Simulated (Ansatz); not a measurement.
**HfSi₂O₆ (C2) at 2 levels of theory**

One geometry, relaxed with PBE; plane waves with PAW potentials in Ansatz, scalar-relativistic. No spin polarisation. Gaps are the least over mesh and band path; pressure is positive in compression.

```
CELL_PARAMETERS angstrom
4.95534 -2.50794 -0.01254
4.95534 2.50794 -0.01254
-0.16157 0.00000 5.88264
ATOMIC_POSITIONS crystal
Hf 0.45879 0.54121 0.00000
Si 0.51940 0.98656 0.65518
Si 0.01344 0.48060 0.34482
O 0.79160 0.42957 0.20228
O 0.30484 0.15509 0.43188
O 0.57043 0.20840 0.79772
O 0.12594 0.62858 0.18263
O 0.84491 0.69516 0.56812
O 0.37142 0.87406 0.81737
```

```csv
level,cutoff (eV),k mesh,gap (eV),pressure (GPa)
PBE,420,6×6×4,5.03,0.0
```

Q: What comes out on the same cell with r2SCAN?

A:
| level | cutoff (eV) | k mesh | gap (eV) | pressure (GPa) |
| --- | --- | --- | --- | --- |
| r2SCAN | 500 | 6×6×4 | 5.57 | -3.9 |

Spin-orbit coupling matters for the bands of heavy elements and is left out.

The cell was found from a structure generator's guess, not taken from experiment.
